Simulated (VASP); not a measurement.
# Li2O (Fm-3m) in VASP: notebook

Runs on Li2O. Level: PBE. Tasks: single point, relaxation of cell and atoms.

Program: VASP 6.6.1. These are calculated values, not measurements. Logs are shortened: lines on timing, memory, paths and dates and some standing lists are left out, and cuts for length are marked.

**1. Starting point**

The structure is cubic, space group Fm-3m (No. 225). The conventional cell has a = 4.626 Å, b = 4.626 Å, c = 4.626 Å, α = 90.00°, β = 90.00°, γ = 90.00°. Around Li (site symmetry -43m) lie 4 O at 2.00 Å. O (site symmetry m-3m) is surrounded by 8 Li at 2.00 Å.

The cell comes from a database or a generator and needn't be the stable form of this composition.

**2. Single point, PBE**

INCAR reads:

```
SYSTEM = Li2O
  PREC = Accurate
  ENCUT = 520
  EDIFF = 1E-6
  ISMEAR = 0
  SIGMA = 0.02
  LREAL = .FALSE.
  LASPH = .TRUE.
  NELM = 60
  ALGO = Fast
  ISIF = 2
  LWAVE = .FALSE.
  LCHARG = .TRUE.
  GGA = PE
  LELF = .TRUE.
  LVHAR = .TRUE.
  NBANDS = 13
```

KPOINTS reads:

```
Automatic mesh
0
G
  8 8 8
  0 0 0
```

POSCAR reads:

```
Li2O
1.0
    0.0000000000      2.3131017587      2.3131017587
    2.3131017587      0.0000000000      2.3131017587
    2.3131017587      2.3131017587      0.0000000000
Li O
2 1
Direct
    0.7500000000      0.7500000000      0.7500000000
    0.2500000000      0.2500000000      0.2500000000
    0.0000000000      0.0000000000      0.0000000000
```

Potentials or basis: VASP PAW PBE potentials, release 64 (Li_sv, O).

Command:

```console
> cat potpaw_PBE.64/Li_sv/POTCAR potpaw_PBE.64/O/POTCAR > POTCAR
> mpirun -np 1 vasp_std > vasp.out
```

OUTCAR:

```text
SYSTEM = Li2O
   PREC = Accurate
   ENCUT = 520
   EDIFF = 1E-6
   ISMEAR = 0
   LREAL = .FALSE.
   LASPH = .TRUE.
   NELM = 60
   ISIF = 2
   GGA = PE

 ion  position               nearest neighbor table
   1  0.750  0.750  0.750-   3 2.00   3 2.00   3 2.00   3 2.00   2 2.31   2 2.31   2 2.31   2 2.31
                             2 2.31   2 2.31
   2  0.250  0.250  0.250-   3 2.00   3 2.00   3 2.00   3 2.00   1 2.31   1 2.31   1 2.31   1 2.31
                             1 2.31   1 2.31
   3  0.000  0.000  0.000-   1 2.00   2 2.00   1 2.00   1 2.00   2 2.00   1 2.00   2 2.00   2 2.00

  LATTYP: Found a face centered cubic cell.
 ALAT       =     4.6262035174

  Lattice vectors:

 A1 = (   0.0000000000,   2.3131017587,   2.3131017587)
 A2 = (   2.3131017587,   0.0000000000,   2.3131017587)
 A3 = (   2.3131017587,   2.3131017587,   0.0000000000)

Analysis of symmetry for initial positions (statically):
=====================================================================
 Subroutine PRICEL returns:
 Original cell was already a primitive cell.

 Routine SETGRP: Setting up the symmetry group for a
 face centered cubic supercell.

 Subroutine GETGRP returns: Found 48 space group operations
 (whereof 48 operations were pure point group operations)
 out of a pool of 48 trial point group operations.

The static configuration has the point symmetry O_h .

Analysis of symmetry for dynamics (positions and initial velocities):
=====================================================================
 Subroutine PRICEL returns:
 Original cell was already a primitive cell.

 Routine SETGRP: Setting up the symmetry group for a
 face centered cubic supercell.

 Subroutine GETGRP returns: Found 48 space group operations
 (whereof 48 operations were pure point group operations)
 out of a pool of 48 trial point group operations.

The dynamic configuration has the point symmetry O_h .

 Subroutine INISYM returns: Found 48 space group operations
 (whereof 48 operations are pure point group operations),
 and found     1 'primitive' translations

----------------------------------------------------------------------------------------

                                     Primitive cell

  volume of cell :      24.7522

  direct lattice vectors                    reciprocal lattice vectors
     0.000000000  2.313101759  2.313101759    -0.216159967  0.216159967  0.216159967
     2.313101759  0.000000000  2.313101759     0.216159967 -0.216159967  0.216159967
     2.313101759  2.313101759  0.000000000     0.216159967  0.216159967 -0.216159967

  length of vectors
     3.271219878  3.271219878  3.271219878     0.374400046  0.374400046  0.374400046

  position of ions in fractional coordinates (direct lattice)
     0.750000000  0.750000000  0.750000000
     0.250000000  0.250000000  0.250000000
     0.000000000  0.000000000  0.000000000

  ion indices of the primitive-cell ions
   primitive index   ion index
                 1           1
                 2           2
                 3           3

----------------------------------------------------------------------------------------

 KPOINTS: Automatic mesh

Automatic generation of k-mesh.
 Grid dimensions read from file:
 generate k-points for:    8    8    8

 Generating k-lattice:

  Cartesian coordinates                     Fractional coordinates (reciprocal lattice)
    -0.027019996  0.027019996  0.027019996     0.125000000  0.000000000  0.000000000
     0.027019996 -0.027019996  0.027019996     0.000000000  0.125000000  0.000000000
     0.027019996  0.027019996 -0.027019996     0.000000000  0.000000000  0.125000000

  Length of vectors
     0.046800006  0.046800006  0.046800006

  Shift w.r.t. Gamma in fractional coordinates (k-lattice)
     0.000000000  0.000000000  0.000000000

 Subroutine IBZKPT returns following result:
 ===========================================

 Found     29 irreducible k-points:

 Following reciprocal coordinates:
            Coordinates               Weight
  0.000000  0.000000  0.000000      1.000000
  0.125000  0.000000  0.000000      8.000000
  0.250000  0.000000  0.000000      8.000000
  0.375000  0.000000  0.000000      8.000000
  0.500000  0.000000  0.000000      4.000000
  0.125000  0.125000  0.000000      6.000000
[... 16 lines left out ...]
  0.500000  0.250000  0.125000     48.000000
 -0.375000  0.250000  0.125000     24.000000
 [... further k-points ...]
   k-points           NKPTS =     29   k-points in BZ     NKDIM =     29   number of bands    NBANDS=     13
   number of dos      NEDOS =    301   number of ions     NIONS =      3
   total plane-waves  NPLWV =  13824
   dimension x,y,z NGX =    24 NGY =   24 NGZ =   24
   dimension x,y,z NGXF=    48 NGYF=   48 NGZF=   48
   ions per type =               2   1
   NGX,Y,Z   is equivalent  to a cutoff of  12.20, 12.20, 12.20 a.u.
   NGXF,Y,Z  is equivalent  to a cutoff of  24.39, 24.39, 24.39 a.u.
 SYSTEM =  Li2O
   PREC   = accura    normal or accurate (medium, high low for compatibility)
   ISTART =      0    job   : 0-new  1-cont  2-samecut
   ICHARG =      2    charge: 1-file 2-atom 10-const
   ISPIN  =      1    spin polarized calculation?
   LNONCOLLINEAR =      F non collinear calculations
   LSORBIT =      F    spin-orbit coupling
   LASPH  =      T    aspherical Exc in radial PAW
   ENCUT  =  520.0 eV  38.22 Ry    6.18 a.u.   6.08  6.08  6.08*2*pi/ulx,y,z
   NELM   =     60;   NELMIN=  2; NELMDL= -5     # of ELM steps
   EDIFF  = 0.1E-05   stopping-criterion for ELM
   LREAL  =      F    real-space projection
   EDIFFG = 0.1E-04   stopping-criterion for IOM
   NSW    =      0    number of steps for IOM
   IBRION =     -1    ionic relax: 0-MD 1-quasi-New 2-CG
   NFREE  =      0    steps in history (QN), initial steepest desc. (CG)
   ISIF   =      2    stress and relaxation
   ISYM   =      2    0-nonsym 1-usesym 2-fastsym
   POTIM  = 0.5000    time-step for ionic-motion
   TEBEG  =    0.0;   TEEND  =   0.0 temperature during run
   PSTRESS=    0.0 pullay stress
   NELECT =      12.0000    total number of electrons
   NUPDOWN=      -1.0000    fix difference up-down
   EMIN   =  10.00;   EMAX   =-10.00  energy-range for DOS
   EFERMI =   0.00;   METHOD = LEGACY
   ISMEAR =     0;   SIGMA  =   0.02  broadening in eV -4-tet -1-fermi 0-gaus
   EFERMI_NEDOS =   21; number of points for ismear=-14 and -15
   IALGO  =     68    algorithm
   IMIX   =      4    mixing-type and parameters
     AMIX     =   0.40;   BMIX     =  1.00
     AMIX_MAG =   1.60;   BMIX_MAG =  1.00
  volume/ion in A,a.u.               =       8.25        55.68
  Fermi-wavevector in a.u.,A,eV,Ry     =   1.286068  2.430316 22.503631  1.653970
  Thomas-Fermi vector in A             =   2.418164
   LORBIT       =      0    0 simple, 1 ext, 2 COOP (PROOUT), +10 PAW based schemes
   GGA     = PE    functional components
   LHFCALC =     F    Hartree Fock is set to
   AEXX    =    0.0000 exact exchange contribution
   IVDW    =     0    specifies the selected vdW correction
   LEPSILON=     F    determine dielectric tensor
   LRPA    =     F    only Hartree local field effects (RPA)
 non-spin polarized calculation
 RMM-DIIS sequential band-by-band and
 Gauss-broadening in eV      SIGMA  =   0.02
  energy-cutoff  :      520.00
  volume of cell :       24.75
 maximum number of plane-waves:       684
   NGX = 13   NGY = 13   NGZ = 13

 number of electron      11.9999975 magnetization

 Free energy of the ion-electron system (eV)
  ---------------------------------------------------
  ext. energy  EPLUGINS =         0.00000000
  ---------------------------------------------------
  free energy    TOTEN  =       -14.34725101 eV

  energy without entropy =      -14.34725101  energy(sigma->0) =      -14.34725101

 E-fermi :   1.4521     XC(G=0):  -9.7337

 val. band max:        1.3182618900   @ k =   0.0000   0.0000   0.0000
 cond. band min:       6.2822119712   @ k =   0.5000   0.5000   0.0000
 fundamental gap:      4.9639500812
 Fermi energy:         1.4521012370

 k-point     1 :       0.0000    0.0000    0.0000
  band No.  band energies     occupation
      1     -41.6843      2.00000
      2     -41.3583      2.00000
      3     -14.1228      2.00000
      4       1.3183      2.00000
      5       1.3183      2.00000
      6       1.3183      2.00000
      7       6.5628      0.00000
      8      13.2255      0.00000
      9      13.2255      0.00000
     10      13.2255      0.00000
     11      20.2669      0.00000
     12      20.2669      0.00000
     13      20.2669      0.00000

 k-point     2 :       0.1250    0.0000    0.0000
  band No.  band energies     occupation
      1     -41.6699      2.00000
      2     -41.3691      2.00000
      3     -14.0931      2.00000
      4       0.8096      2.00000
      5       1.2467      2.00000
      6       1.2467      2.00000
      7       6.9808      0.00000
      8      13.2415      0.00000
      9      13.4396      0.00000
     10      13.4396      0.00000
     11      18.9236      0.00000
     12      18.9236      0.00000
     13      20.7768      0.00000

 k-point     3 :       0.2500    0.0000    0.0000
  band No.  band energies     occupation
      1     -41.6299      2.00000
      2     -41.4001      2.00000
      3     -14.0168      2.00000
      4      -0.2266      2.00000
      5       1.0841      2.00000
      6       1.0841      2.00000
      7       7.9776      0.00000
      8      13.0117      0.00000
      9      13.6968      0.00000
     10      13.6969      0.00000
     11      18.0709      0.00000
     12      18.0709      0.00000
     13      22.0441      0.00000
[... 305 lines left out ...]
 k-point    23 :       0.5000    0.2500    0.1250
  band No.  band energies     occupation
      1     -41.5576      2.00000
      2     -41.4581      2.00000
      3     -13.8984      2.00000
      4      -0.8837      2.00000
      5       0.2951      2.00000
      6       0.6797      2.00000
      7       8.7675      0.00000
      8      12.0085      0.00000
      9      14.3603      0.00000
     10      14.8172      0.00000
     11      17.0535      0.00000
     12      20.5592      0.00000
     13      23.7270      0.00000

 k-point    24 :      -0.3750    0.2500    0.1250
  band No.  band energies     occupation
      1     -41.5067      2.00000
      2     -41.5061      2.00000
      3     -13.8704      2.00000
      4      -1.1265      2.00000
      5       0.3195      2.00000
      6       0.5159      2.00000
      7       9.2491      0.00000
      8      11.5345      0.00000
      9      14.3419      0.00000
     10      14.6920      0.00000
     11      18.8036      0.00000
     12      19.1689      0.00000
     13      24.2592      0.00000

 [... further k-points ...]

------------------------ aborting loop because EDIFF is reached ----------------------------------------

  FORCE on cell =-STRESS in cart. coord.  units (eV):
  Direction    XX          YY          ZZ          XY          YZ          ZX
  --------------------------------------------------------------------------------------
  -------------------------------------------------------------------------------------
  Total       -0.0005331     -0.0005331     -0.0005331      0.0000000     -0.0000000      0.0000000
  in kB       -0.0345093     -0.0345093     -0.0345093      0.0000000     -0.0000000      0.0000000
  external PRESSURE =      -0.0345093 kB  Pullay stress =       0.0000000 kB

 VOLUME and BASIS-vectors are now :
 -----------------------------------------------------------------------------
  energy-cutoff  :      520.00
  volume of cell :       24.75
      direct lattice vectors                 reciprocal lattice vectors
     0.000000000  2.313101759  2.313101759    -0.216159967  0.216159967  0.216159967
     2.313101759  0.000000000  2.313101759     0.216159967 -0.216159967  0.216159967
     2.313101759  2.313101759  0.000000000     0.216159967  0.216159967 -0.216159967

 POSITION                                       TOTAL-FORCE (eV/Angst)
 -----------------------------------------------------------------------------------
      3.46965      3.46965      3.46965        -0.000000     -0.000000     -0.000000
      1.15655      1.15655      1.15655         0.000000      0.000000      0.000000
      0.00000      0.00000      0.00000        -0.000000      0.000000     -0.000000
 -----------------------------------------------------------------------------------
    total drift:                               -0.000000      0.000000      0.000000

  FREE ENERGIE OF THE ION-ELECTRON SYSTEM (eV)
  ---------------------------------------------------
  free  energy   TOTEN  =       -14.3472510064 eV

  energy  without entropy=      -14.3472510064  energy(sigma->0) =      -14.34725101
```

Run time: 5 s. Hardware: 1 thread of Intel Xeon 6975P-C (Granite Rapids), shared host; peak memory 0.13 GiB.

Results:

```yaml
Free_energy: -14.3473 eV
Band_gap_on_the_k_mesh: 4.96 eV, indirect (least direct gap 5.24 eV)
```

Levels at points of the mesh, in eV from the valence-band top:
```tsv
k point	band 2	band 3	band 4	band 5	band 6	band 7	band 8	band 9	band 10	band 11
(0.00, 0.00, 0.00)	-42.68	-15.44	0.00	0.00	0.00	5.24	11.91	11.91	11.91	18.95
(0.50, 0.00, 0.00)	-42.83	-15.22	-2.76	-0.44	-0.44	9.18	9.78	12.03	12.03	17.78
(0.50, 0.50, 0.00)	-42.77	-15.17	-1.59	-1.38	-1.38	4.96	13.49	13.49	14.67	15.72
```

Caveat: the cutoff is under 1.25 times the usual one of these potentials, so pressure, stress and relaxed cells hold a basis-set (Pulay) error. Expect the measured gap to be larger: semilocal functionals such as PBE lack the derivative discontinuity.

(Part 1 of 2 ends here.)
